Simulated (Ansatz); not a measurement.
InSe:

```
In Se
1.0
     5.82639   -2.05465    0.00000
     5.82639    2.05465    0.00000
    -1.72323    0.00000    4.77135
In Se
2 2
Direct
  0.88820 0.88820 0.04684
  0.11180 0.11180 0.95316
  0.66093 0.66093 0.66896
  0.33907 0.33907 0.33104
```

The cell comes from a database or a generator and needn't be the stable form of this composition.

Base run:

| Property | Result |
| --- | --- |
| Program | Ansatz 0.2.0 |
| Functional | HSE06 |
| Potentials or basis | Ansatz PAW |
| Cutoff | 420 eV |
| Density cutoff | 1680 eV |
| k mesh | 6 × 6 × 4 |
| Occupations | fermi-dirac, width 0.05 eV |
| Spin | no spin polarisation |

Its results: band gap on the k mesh 1.88 eV, indirect (least direct gap 2.09 eV); largest force 0.101 eV/Å.

Q: The run is repeated on the same cell with these changes: functional from HSE06 to PBE0. What comes out?

A: Band gap on the k mesh 2.51 eV, indirect (least direct gap 2.71 eV); largest force 0.121 eV/Å.

Caveats: spin-orbit coupling is left out, which moves the levels of the heavy elements; the PAW data sets come from PBE, with cores solved anew for the run's functional, which leaves a small shift of forces and pressure.

Not every run made on this cell is shown here.
